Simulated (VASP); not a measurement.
Write the native input for VASP 6.6.1 that does the following.

```
Task                   : band structure
Functional             : PBEsol
Potentials or basis    : VASP PAW PBE potentials, release 64 (Sn_d, Se)
Cutoff                 : 520 eV
k mesh                 : 6 × 6 × 4
Occupations            : gaussian, width 0.02 eV
Spin                   : no spin polarisation
Further INCAR settings : ALGO = Fast; EDIFF = 1e-06; NBANDS = 28
```

The system is SnSe, a slab with vacuum.

```xyz
4
Lattice="4.2336 0.0000 0.0000 0.0000 4.2336 0.0000 0.0000 0.0000 11.0038" Properties=species:S:1:pos:R:3 pbc="T T T"
Sn    2.1168    0.0000    4.1636
Sn    0.0000    2.1168    6.8402
Se    2.1168    0.0000    6.8576
Se    0.0000    2.1168    4.1462
```

These files were run (other wordings do the same):

POSCAR

```
SnSe
1.0
    4.2336300000      0.0000000000      0.0000000000
    0.0000000000      4.2336300000      0.0000000000
    0.0000000000      0.0000000000     11.0038100000
Sn Se
2 2
Direct
    0.5000000000      0.0000000000      0.3783800000
    0.0000000000      0.5000000000      0.6216200000
    0.5000000000      0.0000000000      0.6232000000
    0.0000000000      0.5000000000      0.3768000000
```

INCAR.step1

```
SYSTEM = SnSe
ALGO = Fast ; EDIFF = 1E-6
ENCUT = 520 ; GGA = PS
ISIF = 2 ; ISMEAR = 0
LASPH = .TRUE. ; LCHARG = .TRUE.
LREAL = .FALSE. ; LWAVE = .FALSE.
NBANDS = 28 ; NELM = 60
PREC = Accurate ; SIGMA = 0.02
```

KPOINTS.step1

```
k-points
0
G
  6 6 4
  0 0 0
```

INCAR.step2

```
SYSTEM = SnSe
ALGO = Fast ; EDIFF = 1E-6
ENCUT = 520 ; GGA = PS
ICHARG = 11 ; ISIF = 2
ISMEAR = 0 ; LASPH = .TRUE.
LCHARG = .FALSE. ; LREAL = .FALSE.
LWAVE = .FALSE. ; NBANDS = 28
NELM = 60 ; PREC = Accurate
SIGMA = 0.05
```

KPOINTS.step2

```
path GXMGZRAZ,XR,MA
20
line-mode
reciprocal
 0.0000000000  0.0000000000  0.0000000000  G
 0.0000000000  0.5000000000  0.0000000000  X

 0.0000000000  0.5000000000  0.0000000000  X
 0.5000000000  0.5000000000  0.0000000000  M

 0.5000000000  0.5000000000  0.0000000000  M
 0.0000000000  0.0000000000  0.0000000000  G

 0.0000000000  0.0000000000  0.0000000000  G
 0.0000000000  0.0000000000  0.5000000000  Z

 0.0000000000  0.0000000000  0.5000000000  Z
 0.0000000000  0.5000000000  0.5000000000  R

 0.0000000000  0.5000000000  0.5000000000  R
 0.5000000000  0.5000000000  0.5000000000  A

 0.5000000000  0.5000000000  0.5000000000  A
 0.0000000000  0.0000000000  0.5000000000  Z

 0.0000000000  0.5000000000  0.0000000000  X
 0.0000000000  0.5000000000  0.5000000000  R

 0.5000000000  0.5000000000  0.0000000000  M
 0.5000000000  0.5000000000  0.5000000000  A
```

Potentials or basis: VASP PAW PBE potentials, release 64 (Sn_d, Se).

Launch:

```sh
$ cat potpaw_PBE.64/Sn_d/POTCAR potpaw_PBE.64/Se/POTCAR > POTCAR
$ cp INCAR.step1 INCAR
$ cp KPOINTS.step1 KPOINTS
$ mpirun -np 1 vasp_std > vasp.out
$ cp INCAR.step2 INCAR
$ cp KPOINTS.step2 KPOINTS
$ mpirun -np 1 vasp_std > vasp.out
```

It gave:

| Item | Value |
| --- | --- |
| Band gap along the path | 0.61 eV, direct |

Caveat: the log is that of the step along the path at fixed density, whose energy, stress, charges and moments have no meaning; spin-orbit coupling is left out, which moves the levels of the heavy elements.

Run time: 8 min on 1 thread of Intel(R) Xeon(R) Platinum 8488C (Sapphire Rapids), with other jobs on the host, peak memory 0.89 GiB.
